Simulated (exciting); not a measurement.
Set up this calculation in exciting (release sodium), as the native input.

- Task: band structure
- Functional: BLYP
- Potentials or basis: all-electron LAPW+lo, shipped species files, valence relativity iora*
- rgkmax: 9
- k mesh: 12 × 12 × 12
- Occupations: fermi-dirac, width 0.05 eV
- Spin: no spin polarisation
- outputlevel: high
- gmaxvr (cutoff of density and potential): 14 1/bohr
- lmaxapw (and lmaxmat): 10
- lmaxvr: 8
- nempty: 12
- Valence relativity: iora*
- epsengy: 1e-05 Ha
- epspot: 1e-05 Ha
- maxscl: 60
- Muffin-tin radii: Pd 2.3 bohr

Pd:

```
Pd
1.0
     0.00000    1.94650    1.94650
     1.94650    0.00000    1.94650
     1.94650    1.94650    0.00000
Pd
1
Direct
  0.00000 0.00000 0.00000
```

The input as run:

input.xml

```xml
<input>
  <title>Pd</title>
  <structure speciespath="./" tshift="false">
    <crystal scale="1">
      <basevect>0.000000000000 3.678351901584 3.678351901584</basevect>
      <basevect>3.678351901584 0.000000000000 3.678351901584</basevect>
      <basevect>3.678351901584 3.678351901584 0.000000000000</basevect>
    </crystal>
    <species speciesfile="Pd.xml" rmt="2.3">
      <atom coord="0.000000000000 0.000000000000 0.000000000000"/>
    </species>
  </structure>
  <groundstate do="fromscratch" ngridk="12 12 12" rgkmax="9" gmaxvr="14" lmaxapw="10" lmaxmat="10" lmaxvr="8" stype="Fermi Dirac" swidth="0.00183747" nempty="12" ValenceRelativity="iora*" epsengy="1e-05" epspot="1e-05" maxscl="60" outputlevel="high">
    <libxc exchange="XC_GGA_X_B88" correlation="XC_GGA_C_LYP"/>
  </groundstate>
  <properties>
    <bandstructure>
      <plot1d>
        <path steps="80">
          <point coord="0 0 0" label="G"/>
          <point coord="0.5 0 0.5" label="X"/>
          <point coord="0.5 0.25 0.75" label="W"/>
          <point coord="0.375 0.375 0.75" label="K"/>
          <point coord="0 0 0" label="G"/>
          <point coord="0.5 0.5 0.5" label="L"/>
          <point coord="0.625 0.25 0.625" label="U"/>
          <point coord="0.5 0.25 0.75" label="W"/>
          <point coord="0.5 0.5 0.5" label="L"/>
          <point coord="0.375 0.375 0.75" label="K" breakafter="true"/>
          <point coord="0.625 0.25 0.625" label="U"/>
          <point coord="0.5 0 0.5" label="X"/>
        </path>
      </plot1d>
    </bandstructure>
    <chargedensityplot>
      <plot3d>
        <box grid="14 14 14">
          <origin coord="0 0 0"/>
          <point coord="1 0 0"/>
          <point coord="0 1 0"/>
          <point coord="0 0 1"/>
        </box>
      </plot3d>
    </chargedensityplot>
    <elfplot>
      <plot3d>
        <box grid="14 14 14">
          <origin coord="0 0 0"/>
          <point coord="1 0 0"/>
          <point coord="0 1 0"/>
          <point coord="0 0 1"/>
        </box>
      </plot3d>
    </elfplot>
    <exccplot>
      <plot3d>
        <box grid="14 14 14">
          <origin coord="0 0 0"/>
          <point coord="1 0 0"/>
          <point coord="0 1 0"/>
          <point coord="0 0 1"/>
        </box>
      </plot3d>
    </exccplot>
  </properties>
</input>
```

Potentials or basis: all-electron LAPW+lo, shipped species files, valence relativity iora*.

Command:

```sh
$ OMP_NUM_THREADS=1 exciting_smp
```

Results of the run:

```yaml
Band_gap_on_the_k_mesh: none (metal or under the smearing width)
All_electrons_inside_the_program's_atomic_spheres: Pd 44.32 (radii Pd 2.3 bohr)
```

Caveat: the log's total energy holds no entropy term; the free energy is that total less TS from the occupations.

Wall time 30 s on 1 thread of Arm Neoverse V2 (shared host), peak memory 0.09 GiB.
